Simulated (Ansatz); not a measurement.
The calculation used DFT PBE, scalar-relativistic, plane waves, PAW in Ansatz. All cells share a 420 eV cutoff and Γ-centred k meshes spaced at most about 0.3 Å⁻¹ (about 0.25 or finer for metals, 2π included). No spin polarisation in the final relaxations.

Temperature and zero-point effects are left out.

Compare these two cells of B, each relaxed at this level.

1.

```
CELL_PARAMETERS angstrom
3.43931 0.00000 0.00000
0.00000 3.43931 0.00000
0.00000 0.00000 3.43931
ATOMIC_POSITIONS crystal
B 0.25000 0.50000 0.00000
B 0.75000 0.50000 0.00000
B 0.00000 0.25000 0.50000
B 0.00000 0.75000 0.50000
B 0.50000 0.00000 0.25000
B 0.50000 0.00000 0.75000
```

2.

```
CELL_PARAMETERS angstrom
1.88487 0.00000 0.00000
0.00000 1.88487 0.00000
0.00000 0.00000 1.88487
ATOMIC_POSITIONS crystal
B 0.50000 0.50000 0.50000
```

**Question.** Which would you expect to be lower, and how large is the difference?

**Answer.** Cell 2 is lower, by 129 meV/atom. Cell 1 has space group Pm-3n (No. 223), 6.8 Å³/atom and no gap on its mesh; cell 2 has the simple cubic type, space group Pm-3m (No. 221), 6.7 Å³/atom and no gap. Counting all near atoms (those within 1.25 times the shortest such distance or 1.15 times the sum of covalent radii; a plus sign parts nearer from farther groups), cell 1 has B 2+8 and cell 2 has B 6. In cell 1, around B lie 2 B at 1.72 Å and 8 B at 2.11 Å. In cell 2, around B lie 6 B at 1.88 Å. Both come from invented guesses. A third cell relaxed alike, in P1, lies 0.72 eV/atom below the lower of the two; the Pm-3n cell fell into it when its atoms were moved at random. The part of the Crystallography Open Database at hand lists B in space groups No. 58, 134, 166; no cell shown has one of them.

Cells relaxed within their symmetry can be saddle points; a later kick test found a lower structure for B Pm-3n and B Pm-3m.
